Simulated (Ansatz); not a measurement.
# Electron scattering at the Σ3 (112) boundary in fcc Rh with Zr (substitutional)

How much does the Σ3 (112) boundary in fcc Rh with Zr (substitutional) reflect electrons?

Main program and level: Ansatz 0.2.0; Ansatz plane-wave DFT, PBE, PAW files; relaxation of a bicrystal slab with its lowest layers held; PAW set soft_1, in the first sound run; inputs show where later runs differ.

## Step 1: Starting point

The cell holds 24 atoms: 23 Rh and 1 Zr. Its edges and angles: a = 2.689 Å, b = 6.587 Å, c = 29.631 Å, α = 90.0°, β = 90.0°, γ = 90.0°. It derives from Rh. built on the (1 1 2) plane; 2 overlapping atoms removed and the grains opened by 0 Å. Vacuum lies along c.

## Step 2: Relaxing the bicrystal

The boundary is built by mirroring the lower grain in the boundary plane and removing any atoms that overlap; then the Zr is put in at the boundary. A thin bicrystal slab is relaxed first, with the lowest layers held and the upper grain free to shift and open.

input.yaml

```yaml
crystal:
  lattice:
    - [2.6891977995, 0.0, 0.0]
    - [0.0, 6.5871624263, 0.0]
    - [0.0, 0.0, 29.6313088808]
  atoms:
    - { symbol: Rh, position: [0.9999999998, 0.3333333334, 0.1687404367] }
    - { symbol: Rh, position: [0.4999999998, 0.0, 0.19493923] }
    - { symbol: Rh, position: [0.9999999999, 0.6666666667, 0.2211380233] }
    - { symbol: Rh, position: [0.4999999999, 0.3333333334, 0.2473368166] }
    - { symbol: Rh, position: [0.9999999999, 0.0, 0.2735356099] }
    - { symbol: Rh, position: [0.4999999999, 0.6666666667, 0.2997344032] }
    - { symbol: Rh, position: [0.9999999999, 0.3333333334, 0.3259331965] }
    - { symbol: Rh, position: [0.4999999999, 0.0, 0.3521319898] }
    - { symbol: Rh, position: [1.0, 0.6666666667, 0.3783307831] }
    - { symbol: Rh, position: [0.5, 0.3333333333, 0.4045295764] }
    - { symbol: Zr, position: [0.0, 0.0, 0.4307283697] }
    - { symbol: Rh, position: [1.0, 0.6666666667, 0.4831259563] }
    - { symbol: Rh, position: [0.4999999999, 0.0, 0.5093247496] }
    - { symbol: Rh, position: [0.9999999999, 0.3333333334, 0.5355235429] }
    - { symbol: Rh, position: [0.4999999999, 0.6666666667, 0.5617223362] }
    - { symbol: Rh, position: [0.9999999999, 0.0, 0.5879211295] }
    - { symbol: Rh, position: [0.4999999999, 0.3333333334, 0.6141199229] }
    - { symbol: Rh, position: [0.9999999999, 0.6666666667, 0.6403187162] }
    - { symbol: Rh, position: [0.4999999998, 0.0, 0.6665175095] }
    - { symbol: Rh, position: [0.9999999998, 0.3333333334, 0.6927163028] }
    - { symbol: Rh, position: [0.4999999998, 0.6666666667, 0.7189150961] }
    - { symbol: Rh, position: [0.9999999998, 1.0e-10, 0.7451138894] }
    - { symbol: Rh, position: [0.4999999998, 0.3333333334, 0.7713126827] }
    - { symbol: Rh, position: [0.9999999997, 0.6666666667, 0.797511476] }
kpoints:
  mp_grid: { grid: [9, 4, 1] }
hamiltonian:
  xc: pbe
  pseudopotentials: { kind: paw, azcp: { folder: soft_1 } }
scf:
  occupations: { method: fermi_dirac, width: 0.1 }
relax:
  f_tol: 0.03
  max_steps: 80
  constraints: [{ sites: [0, 1, 2, 3] }]
```

Run with:

```bash
$ ansatz run input.yaml --threads 4 --pin off --max-ram 15360MiB --backend cpu --events-out ev --progress --plain --runs-dir out
```

Numbers of over 12 decimals in the logs are rounded to 6 here.

The log of the run:

```text
Engine: ansatz 0.2.0, x86_64-unknown-linux-gnu
Pseudopotentials: kind: paw
Pseudopotential: Rh, paw, valence charge 17, recommended cutoff 420 eV (normal), soft_1/Rh.paw.azcp
Pseudopotential: Zr, paw, valence charge 12, recommended cutoff 420 eV (normal), soft_1/Zr.paw.azcp
Functional definition: PBE
  parameter kappa = 0.804
  parameter beta = 0.066725
  exchange = pbe_x(kappa = kappa, mu = beta*pi^2/3)
  correlation = pbe_c(beta = beta)
Crystal: 24 atoms, lattice volume = 524.894 Å³
Basis set: ecut = 420 eV, 10321 PW (Γ), exchange–correlation on 36×90×400 points (8 copies of the dense FFT grid, shifted against one another)
Bands: 242, of which v1, the nominal top of the filled ones, is band 202 counted from 1 (201 counted from 0)
Symmetry: 2 space group operations
Space group: Pm (ITA 6), of the structure as read, at distance tolerance 8.1e-5 Å
k-points: 15 of 36 (time reversal used)
Non-local potential: Rh, projectors of the file, l = 0: 3, l = 1: 2, l = 2: 2, l = 3: 1
Non-local potential: Zr, projectors of the file, l = 0: 3, l = 1: 2, l = 2: 2, l = 3: 1
PAW form: soft (Blöchl's): semilocal exchange-correlation on the pseudo side does not see the compensation charge
PAW one-centre angular grid: Rh, 590 points (default); XC on 64 Gauss nodes
PAW one-centre angular grid: Zr, 590 points (default); XC on 64 Gauss nodes
Initial density: superposition of atomic densities (neutral atoms: chi_scale 0, normalization atom)
Initial wavefunctions: pseudopotential atomic-orbital guess
Functional: x = pbe(κ = 0.804, μ = 0.219515), c = pbe(β = 0.066725)
SCF iter   1: F=—  HF=-151459.990348 eV  |F-HF|=—  |Δ(HF+E_count)|=         —  Δρ=9.58e-2  dr2=2.93e2  ethr=3.10e-3  ⟨swp⟩=6.3  Hψ=12682  notcnv=0  defer=48
preconditioner: auto → LDOS  [metal: Δε(μ)=0.008 eV  Ē_g=5.568 eV  σ=0.100 eV  W_gap=0.02  n_scr=154 (ndim 8)  ℏωp=23.6 eV  f_vac=0.307  D(μ)=31.97/eV (n_scr^D=350)  β→1.0]
SCF iter   2: F=—  HF=-151463.126939 eV  |F-HF|=—  |Δ(HF+E_count)|=    3.14e0  Δρ=1.08e-1  dr2=7.72e1  ethr=3.10e-3  ⟨swp⟩=3.1  Hψ=9752  notcnv=0  defer=110
SCF iter   3: F=—  HF=-151446.033700 eV  |F-HF|=—  |Δ(HF+E_count)|=    1.71e1  Δρ=1.78e-2  dr2=2.19e0  ethr=3.10e-3  ⟨swp⟩=2.1  Hψ=7656  notcnv=0  defer=166
SCF iter   4: F=—  HF=-151445.659338 eV  |F-HF|=—  |Δ(HF+E_count)|=   3.74e-1  Δρ=3.98e-3  dr2=3.91e-1  ethr=5.43e-4  ⟨swp⟩=2.4  Hψ=6065  notcnv=0  defer=159
SCF iter   5: F=—  HF=-151445.640110 eV  |F-HF|=—  |Δ(HF+E_count)|=   1.92e-2  Δρ=1.46e-3  dr2=2.82e-2  ethr=9.69e-5  ⟨swp⟩=2.2  Hψ=5219  notcnv=0  defer=159
SCF iter   6: F=—  HF=-151445.640767 eV  |F-HF|=—  |Δ(HF+E_count)|=   6.56e-4  Δρ=5.16e-4  dr2=3.97e-3  ethr=7.00e-6  ⟨swp⟩=2.1  Hψ=5167  notcnv=0  defer=159
SCF iter   7: F=—  HF=-151445.638866 eV  |F-HF|=—  |Δ(HF+E_count)|=   1.90e-3  Δρ=1.97e-4  dr2=4.52e-4  ethr=9.86e-7  ⟨swp⟩=2.0  Hψ=5240  notcnv=0  defer=159
SCF iter   8: F=—  HF=-151445.638822 eV  |F-HF|=—  |Δ(HF+E_count)|=   4.40e-5  Δρ=7.68e-5  dr2=6.47e-5  ethr=1.12e-7  ⟨swp⟩=2.3  Hψ=5377  notcnv=0  defer=159
SCF iter   9: F=-151445.638822 eV  HF=-151445.638830 eV  |F-HF|=7.65e-6  |Δ(HF+E_count)|=   8.36e-6  Δρ=2.99e-5  dr2=1.18e-5  ethr=5.58e-9  ⟨swp⟩=4.9  Hψ=12319  notcnv=0
SCF 1 converged in 9 iterations: F = -151445.638822 eV  dr2 = 1.18e-5
  greatest PAW one-centre occupation: 1.000 electrons in one spin orbital (limit 2), on the Rh atom at site 16 (counted from 0), in its partial waves of l = 0
relax step   1: F+E_penalty+E_count = -151445.63882238 eV  Δ(F+E_penalty+E_count) = +0.000e0 eV  max|allowed force component| = 9.228e-1 eV/Å  Δτ_max = 0.0000 Å  (9 SCF iters, dr2 threshold 2.25e-5 eV, accepted)
Initial density: handed on by an earlier stage of this run
Initial wavefunctions: those handed on with the density
iter 1 solved again at ethr=3.64e-4 eV; its pass at ethr=3.10e-3 eV (dr2=1.47e0 eV) is discarded
SCF iter   1: F=—  HF=-151446.238629 eV  |F-HF|=—  |Δ(HF+E_count)|=         —  Δρ=1.17e-2  dr2=1.49e0  ethr=3.64e-4  ⟨swp⟩=1.0  Hψ=12703  notcnv=0  defer=148
preconditioner: auto → LDOS  [metal: Δε(μ)=0.009 eV  Ē_g=6.033 eV  σ=0.100 eV  W_gap=0.02  n_scr=154 (ndim 8)  ℏωp=23.9 eV  f_vac=0.309  D(μ)=36.55/eV (n_scr^D=404)  β→1.0]
SCF iter   2: F=—  HF=-151446.197564 eV  |F-HF|=—  |Δ(HF+E_count)|=   4.11e-2  Δρ=5.48e-3  dr2=2.59e-1  ethr=3.64e-4  ⟨swp⟩=2.1  Hψ=5454  notcnv=0  defer=148
SCF iter   3: F=—  HF=-151446.160881 eV  |F-HF|=—  |Δ(HF+E_count)|=   3.67e-2  Δρ=2.47e-3  dr2=7.27e-2  ethr=6.43e-5  ⟨swp⟩=3.1  Hψ=7124  notcnv=0  defer=148
SCF iter   4: F=—  HF=-151446.144948 eV  |F-HF|=—  |Δ(HF+E_count)|=   1.59e-2  Δρ=5.23e-4  dr2=3.23e-3  ethr=1.80e-5  ⟨swp⟩=2.9  Hψ=5948  notcnv=0  defer=148
SCF iter   5: F=—  HF=-151446.142963 eV  |F-HF|=—  |Δ(HF+E_count)|=   1.99e-3  Δρ=1.61e-4  dr2=4.62e-4  ethr=8.02e-7  ⟨swp⟩=2.2  Hψ=5729  notcnv=0  defer=148
SCF iter   6: F=—  HF=-151446.142956 eV  |F-HF|=—  |Δ(HF+E_count)|=   6.81e-6  Δρ=5.38e-5  dr2=5.79e-5  ethr=1.15e-7  ⟨swp⟩=2.0  Hψ=5132  notcnv=0  defer=148
SCF iter   7: F=-151446.142951 eV  HF=-151446.142956 eV  |F-HF|=4.45e-6  |Δ(HF+E_count)|=   8.58e-8  Δρ=2.15e-5  dr2=6.08e-6  ethr=1.32e-8  ⟨swp⟩=4.1  Hψ=10180  notcnv=0
SCF 2 converged in 7 iterations: F = -151446.142951 eV  dr2 = 6.08e-6
  greatest PAW one-centre occupation: 1.000 electrons in one spin orbital (limit 2), on the Rh atom at site 20 (counted from 0), in its partial waves of l = 0
relax step   2: F+E_penalty+E_count = -151446.14295133 eV  Δ(F+E_penalty+E_count) = -5.041e-1 eV  max|allowed force component| = 4.851e-1 eV/Å  Δτ_max = 0.1969 Å  (7 SCF iters, dr2 threshold 5.32e-5 eV, accepted)
iter 1 solved again at ethr=1.45e-4 eV; its pass at ethr=3.10e-3 eV (dr2=5.84e-1 eV) is discarded
SCF iter   1: F=—  HF=-151446.451808 eV  |F-HF|=—  |Δ(HF+E_count)|=         —  Δρ=1.06e-2  dr2=5.86e-1  ethr=1.45e-4  ⟨swp⟩=1.4  Hψ=12996  notcnv=0  defer=138
preconditioner: auto → LDOS  [metal: Δε(μ)=0.014 eV  Ē_g=6.017 eV  σ=0.100 eV  W_gap=0.04  n_scr=154 (ndim 8)  ℏωp=23.9 eV  f_vac=0.310  D(μ)=36.99/eV (n_scr^D=416)  β→1.0]
SCF iter   2: F=—  HF=-151446.418787 eV  |F-HF|=—  |Δ(HF+E_count)|=   3.30e-2  Δρ=4.95e-3  dr2=1.51e-1  ethr=1.45e-4  ⟨swp⟩=2.0  Hψ=6210  notcnv=0  defer=138
SCF iter   3: F=—  HF=-151446.382833 eV  |F-HF|=—  |Δ(HF+E_count)|=   3.60e-2  Δρ=1.80e-3  dr2=3.72e-2  ethr=3.75e-5  ⟨swp⟩=3.0  Hψ=7465  notcnv=0  defer=138
SCF iter   4: F=—  HF=-151446.374520 eV  |F-HF|=—  |Δ(HF+E_count)|=   8.31e-3  Δρ=5.65e-4  dr2=1.53e-3  ethr=9.23e-6  ⟨swp⟩=2.8  Hψ=5546  notcnv=0  defer=138
SCF iter   5: F=—  HF=-151446.372520 eV  |F-HF|=—  |Δ(HF+E_count)|=   2.00e-3  Δρ=1.41e-4  dr2=1.76e-4  ethr=3.79e-7  ⟨swp⟩=2.7  Hψ=6649  notcnv=0  defer=143
SCF iter   6: F=—  HF=-151446.372511 eV  |F-HF|=—  |Δ(HF+E_count)|=   9.02e-6  Δρ=4.74e-5  dr2=2.94e-5  ethr=4.36e-8  ⟨swp⟩=2.1  Hψ=5518  notcnv=0  defer=143
SCF iter   7: F=-151446.372506 eV  HF=-151446.372509 eV  |F-HF|=3.24e-6  |Δ(HF+E_count)|=   2.10e-6  Δρ=1.69e-5  dr2=3.71e-6  ethr=3.65e-9  ⟨swp⟩=4.6  Hψ=11402  notcnv=0
SCF 3 converged in 7 iterations: F = -151446.372506 eV  dr2 = 3.71e-6
relax step   3: F+E_penalty+E_count = -151446.37250599 eV  Δ(F+E_penalty+E_count) = -2.296e-1 eV  max|allowed force component| = 2.623e-1 eV/Å  Δτ_max = 0.1945 Å  (7 SCF iters, dr2 threshold 1.47e-5 eV, accepted)
[... from here on, the SCF cycles and remarks between the steps are left out ...]
relax step   4: F+E_penalty+E_count = -151446.55382800 eV  Δ(F+E_penalty+E_count) = -1.813e-1 eV  max|allowed force component| = 2.049e-1 eV/Å  Δτ_max = 0.2000 Å  (7 SCF iters, dr2 threshold 1.90e-5 eV, accepted)
relax step   5: F+E_penalty+E_count = -151446.69079950 eV  Δ(F+E_penalty+E_count) = -1.370e-1 eV  max|allowed force component| = 1.576e-1 eV/Å  Δτ_max = 0.1944 Å  (7 SCF iters, dr2 threshold 1.23e-5 eV, accepted)
relax step   6: F+E_penalty+E_count = -151446.79375200 eV  Δ(F+E_penalty+E_count) = -1.030e-1 eV  max|allowed force component| = 9.706e-2 eV/Å  Δτ_max = 0.1914 Å  (7 SCF iters, dr2 threshold 1.47e-5 eV, accepted)
relax step   7: F+E_penalty+E_count = -151446.87903058 eV  Δ(F+E_penalty+E_count) = -8.528e-2 eV  max|allowed force component| = 1.124e-1 eV/Å  Δτ_max = 0.1954 Å  (8 SCF iters, dr2 threshold 3.57e-6 eV, accepted)
relax step   8: F+E_penalty+E_count = -151446.93905434 eV  Δ(F+E_penalty+E_count) = -6.002e-2 eV  max|allowed force component| = 1.176e-1 eV/Å  Δτ_max = 0.1904 Å  (8 SCF iters, dr2 threshold 4.79e-6 eV, accepted)
relax step   9: F+E_penalty+E_count = -151446.97484111 eV  Δ(F+E_penalty+E_count) = -3.579e-2 eV  max|allowed force component| = 1.310e-1 eV/Å  Δτ_max = 0.1944 Å  (7 SCF iters, dr2 threshold 1.38e-5 eV, accepted)
relax step  10: F+E_penalty+E_count = -151446.99339815 eV  Δ(F+E_penalty+E_count) = -1.856e-2 eV  max|allowed force component| = 6.370e-2 eV/Å  Δτ_max = 0.1945 Å  (7 SCF iters, dr2 threshold 1.72e-5 eV, accepted)
relax step  11: F+E_penalty+E_count = -151446.99474509 eV  Δ(F+E_penalty+E_count) = -1.347e-3 eV  max|allowed force component| = 3.365e-2 eV/Å  Δτ_max = 0.0423 Å  (7 SCF iters, dr2 threshold 9.60e-7 eV, accepted)
SCF iter   1: F=—  HF=-151446.996820 eV  |F-HF|=—  |Δ(HF+E_count)|=         —  Δρ=4.62e-4  dr2=4.00e-3  ethr=1.43e-6  ⟨swp⟩=2.6  Hψ=6513  notcnv=0  defer=138
preconditioner: auto → LDOS  [metal: Δε(μ)=0.013 eV  Ē_g=6.052 eV  σ=0.100 eV  W_gap=0.03  n_scr=154 (ndim 8)  ℏωp=23.9 eV  f_vac=0.314  D(μ)=36.93/eV (n_scr^D=408)  β→1.0]
SCF iter   2: F=—  HF=-151446.996707 eV  |F-HF|=—  |Δ(HF+E_count)|=   1.14e-4  Δρ=1.78e-4  dr2=1.98e-4  ethr=9.92e-7  ⟨swp⟩=2.1  Hψ=4810  notcnv=0  defer=138
SCF iter   3: F=—  HF=-151446.996667 eV  |F-HF|=—  |Δ(HF+E_count)|=   3.94e-5  Δρ=1.01e-4  dr2=8.79e-5  ethr=4.91e-8  ⟨swp⟩=3.1  Hψ=7875  notcnv=0  defer=138
SCF iter   4: F=—  HF=-151446.994996 eV  |F-HF|=—  |Δ(HF+E_count)|=   1.67e-3  Δρ=2.17e-5  dr2=2.79e-6  ethr=2.18e-8  ⟨swp⟩=2.2  Hψ=5341  notcnv=0  defer=138
SCF iter   5: F=—  HF=-151446.994996 eV  |F-HF|=—  |Δ(HF+E_count)|=   5.82e-7  Δρ=5.81e-6  dr2=3.93e-7  ethr=6.92e-10  ⟨swp⟩=2.5  Hψ=6475  notcnv=0  defer=138
SCF iter   6: F=-151446.994996 eV  HF=-151446.994996 eV  |F-HF|=6.70e-8  |Δ(HF+E_count)|=   2.74e-8  Δρ=2.40e-6  dr2=7.75e-8  ethr=2.48e-11  ⟨swp⟩=5.0  Hψ=12589  notcnv=0
SCF 12 converged in 6 iterations: F = -151446.994996 eV  dr2 = 7.75e-8
relax step  12: F+E_penalty+E_count = -151446.99499560 eV  Δ(F+E_penalty+E_count) = -2.505e-4 eV  max|allowed force component| = 3.122e-3 eV/Å  Δτ_max = 0.0058 Å  (6 SCF iters, accepted)
SCF converged after 6 iterations
Free energy (F): -151446.994996 eV
Harris-Foulkes:  -151446.994996 eV  (|F-HF|=6.70e-8)
Internal energy: -151445.775301 eV  (E = F + TS)
E sigma→0 (E₀):  -151446.385149 eV
Entropy (-TS):   -1.219694 eV (-50.821 meV/atom)
Fermi energy:    12.338578 eV
--- Per-component energies (eV) ---
  E_band       = -5910.229557
  E_kinetic    = 12667.435270
  E_local      = -501177.236789  (includes V_loc(G=0)·N_el)
  E_nonlocal   = 6945.439799
  E_hartree    = 244198.101344
  E_xc         = -4788.023921
  E_vxc        = -5995.920923  (∫ρ·V_xc dr)
  E_paw        = -85844.489403  (= ΣΔE_a)
  E_vpaw       = -6746.183180  (= ΣTr[D̂ρ^β])
  E_aug_tail   = 0.001885  (compensation charges beyond the density's cutoff)
  E_ewald      = 176552.996513
  E_smearing   = -1.219694  (= −TS)
  E_closure    = 0.000000  (closes the sum)
  Σ components = -151446.994996   (vs F -151446.994996, Δ=0.00e0)
--- Forces (eV/Å), atoms counted from 1 ---
  atom   1  Rh     0.00000000    -0.16804506     0.55076630
  atom   2  Rh    -0.00000000     0.12636268     0.03931769
  atom   3  Rh    -0.00000000     0.00407308    -0.15505931
  atom   4  Rh    -0.00000000     0.03901866    -0.43439590
  atom   5  Rh    -0.00000000    -0.00070420    -0.00048725
  atom   6  Rh    -0.00000000     0.00006445    -0.00074175
  atom   7  Rh    -0.00000000    -0.00187604     0.00145698
  atom   8  Rh     0.00000000     0.00034318    -0.00169198
  atom   9  Rh     0.00000000    -0.00253428    -0.00151821
  atom  10  Rh     0.00000000     0.00080674     0.00312228
  atom  11  Zr     0.00000000     0.00307166    -0.00165315
  atom  12  Rh     0.00000000    -0.00236887    -0.00075655
  atom  13  Rh     0.00000000     0.00008445    -0.00037586
  atom  14  Rh     0.00000000     0.00086927     0.00010295
  atom  15  Rh    -0.00000000     0.00021061    -0.00065808
  atom  16  Rh     0.00000000     0.00089268    -0.00022778
  atom  17  Rh     0.00000000     0.00055222    -0.00105573
  atom  18  Rh    -0.00000000     0.00201204    -0.00131652
  atom  19  Rh    -0.00000000    -0.00015958     0.00105573
  atom  20  Rh     0.00000000    -0.00072737     0.00177195
  atom  21  Rh     0.00000000    -0.00075474     0.00187115
  atom  22  Rh     0.00000000    -0.00222043     0.00120239
  atom  23  Rh    -0.00000000     0.00180976    -0.00268326
  atom  24  Rh    -0.00000000    -0.00073824     0.00204853
  max |Σ_I F_I| component: 9.46e-5 eV/Å
--- Relaxed structure (12 steps of the walk, 12 accepted, 0 SCFs on fresh bases) ---
  F+E_penalty+E_count = -151446.99499560 eV   max|allowed force component| = 3.122e-3 eV/Å
  atoms:
    - { symbol: Rh, position: [1.0, 0.333333, 0.168740] }
    - { symbol: Rh, position: [0.5, 0.0, 0.194939] }
    - { symbol: Rh, position: [1.0, 0.6666666667, 0.221138] }
    - { symbol: Rh, position: [0.5, 0.333333, 0.247337] }
    - { symbol: Rh, position: [1.0, -0.00430535, 0.272655] }
    - { symbol: Rh, position: [0.5, 0.665852, 0.301329] }
    - { symbol: Rh, position: [1.0, 0.327664, 0.325255] }
    - { symbol: Rh, position: [0.5, -0.000647462, 0.353733] }
    - { symbol: Rh, position: [1.0, 0.670281, 0.381764] }
    - { symbol: Rh, position: [0.5, 0.334664, 0.403793] }
    - { symbol: Zr, position: [1.0064062454261514e-17, -0.000775754, 0.438955] }
    - { symbol: Rh, position: [1.0, 0.461607, 0.474846] }
    - { symbol: Rh, position: [0.5, -0.213841, 0.504544] }
    - { symbol: Rh, position: [1.0, 0.128329, 0.528583] }
    - { symbol: Rh, position: [0.5, 0.454637, 0.555032] }
    - { symbol: Rh, position: [1.0, -0.207300, 0.583657] }
    - { symbol: Rh, position: [0.5, 0.124428, 0.609141] }
    - { symbol: Rh, position: [1.0, 0.457979, 0.635497] }
    - { symbol: Rh, position: [0.5, -0.209915, 0.662485] }
    - { symbol: Rh, position: [1.0, 0.122624, 0.687449] }
    - { symbol: Rh, position: [0.5, 0.459583, 0.713904] }
    - { symbol: Rh, position: [1.0, -0.206573, 0.743023] }
    - { symbol: Rh, position: [0.5, 0.124397, 0.765493] }
    - { symbol: Rh, position: [1.0, 0.452561, 0.790076] }
```

The job ended after 4.7 min (4 threads of Intel Xeon 6975P-C (Granite Rapids), shared host; peak memory 3.2 GiB; 18 min of CPU time).

The steps of the relaxation:

```csv
step,energy less that of the first step (eV),largest force component (eV/Å)
1,0.0000,0.9228
2,-0.5041,0.4851
3,-0.7337,0.2623
4,-0.9150,0.2049
5,-1.0520,0.1576
6,-1.1549,0.0971
7,-1.2402,0.1124
8,-1.3002,0.1176
9,-1.3360,0.1310
10,-1.3546,0.0637
11,-1.3559,0.0337
12,-1.3562,0.0031
```

Forces are held to the 2 operations that the run works with; a distortion that breaks them can't arise in this run.

The atoms that moved most (Å):

```csv
atom,dx,dy,dz,length
Rh24,0.000,-1.410,-0.220,1.427
Rh13,0.000,-1.409,-0.142,1.416
Rh15,0.000,-1.397,-0.198,1.411
Rh20,0.000,-1.388,-0.156,1.397
Rh19,0.000,-1.383,-0.119,1.388
Rh23,0.000,-1.376,-0.172,1.387
Rh17,0.000,-1.376,-0.148,1.384
Rh18,0.000,-1.375,-0.143,1.382
```

This step gave:

| Quantity | Value |
| --- | --- |
| free energy | -151446.9950 eV |
| energy at zero smearing | -151446.3851 eV |
| Fermi energy | 12.34 eV |

The largest force component on a free atom ends at 0.0031 eV/Å, under the tolerance of 0.03, after 12 steps.

[end of part 1 of 2]

[Logs are printed without paths, hosts, clocks, repeated set-up lines and the standing remarks that a program may print on its own settings, such as how far it seeks lower states.]

[Hosts, paths, dates, database ids (printed as entryN), source tags and the programs' standing remarks are cut or masked in the printed files.]
